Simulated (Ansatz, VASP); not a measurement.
This is a calculation of Pb (Lead) for VASP 6.6.1. 

File INCAR:

```
ALGO     = Normal         # electronic algorithm
EDIFF    = 1E-6           # SCF threshold, eV
EDIFFG   = -0.01          # ionic threshold
ENCUT    = 600            # plane-wave cutoff, eV
GGA      = PS             # functional
IBRION   = 2              # ionic algorithm
ISIF     = 3              # what is computed and relaxed
ISMEAR   = -1             # smearing method
IVDW     = 12             # dispersion correction
LASPH    = True           # aspherical terms in the spheres
LCHARG   = False          # write CHGCAR
LREAL    = False          # projectors in reciprocal space
LWAVE    = False          # write WAVECAR
NELM     = 80             # most SCF steps
NSW      = 40             # ionic steps
PREC     = Accurate       # precision mode
SIGMA    = 0.05           # smearing width, eV
```

File KPOINTS:

```
k-points
0
Gamma
  9 9 9
```

The input POSCAR:

```
Pb
1.0
    0.0000000000      2.4750200000      2.4750200000
    2.4750200000      0.0000000000      2.4750200000
    2.4750200000      2.4750200000      0.0000000000
Pb
1
Direct
    0.0000000000      0.0000000000      0.0000000000
```

Potentials or basis: VASP PAW PBE potentials, release 64 (Pb_d).

The run is started by

```console
$ cat potpaw_PBE.64/Pb_d/POTCAR > POTCAR
$ mpirun -np 1 vasp_std > vasp.out
```

Problem. What does the same run look like in Ansatz 0.2.0? Potentials or basis there: Ansatz PAW, cutoff 420 eV.

Solution. As run (cutoffs and basis follow the program's own potentials, and thresholds, step limits or extra output files can differ):

File input.yaml:

```yaml
crystal:
  lattice:
    - [0.0, 2.47502, 2.47502]
    - [2.47502, 0.0, 2.47502]
    - [2.47502, 2.47502, 0.0]
  atoms:
    - { symbol: Pb, position: [0.0, 0.0, 0.0] }
hamiltonian:
  xc: pbesol
  pseudopotentials: { kind: paw }
  dispersion: d3bj
kpoints:
  mp_grid: { grid: [9, 9, 9] }
scf:
  occupations: { method: fermi_dirac, width: 0.05 }
output:
  forces: true
  stress: true
  write_density: true
  write_potential: true
  elf: true
  volumetric_format: npy
relax:
  f_tol: 0.01
  max_steps: 40
  cell: { stress_tol: 0.05 }
```

Potentials or basis: Ansatz PAW.

The run is started by

```sh
$ ansatz run input.yaml --threads 2 --pin off --max-ram 5632MiB --backend cpu --events-out ev --progress --plain --runs-dir out
```

Both were run:

|  | VASP | Ansatz |
| --- | --- | --- |
| Relaxed volume | 28.50 Å³/atom | 28.50 Å³/atom |
| Relaxed cell | a = 3.429 Å, b = 3.429 Å, c = 3.429 Å, α = 60.00°, β = 60.00°, γ = 60.00° | a = 3.429 Å, b = 3.429 Å, c = 3.429 Å, α = 60.00°, β = 60.00°, γ = 60.00° |
| Space group after relaxing | Fm-3m (No. 225) | Fm-3m (No. 225) |
| Pressure after relaxing | 0.0 GPa | 0.0 GPa |

Ansatz's pressure holds a Pulay term of +0.02 GPa for its cutoff of 420 eV, which the other run lacks.

VASP's potentials were made for PBE. Ansatz's potentials were made for PBE.

Where Ansatz's input types no cutoff or centring, it takes its own default and a Γ-centred mesh.

Pressure is positive in compression.
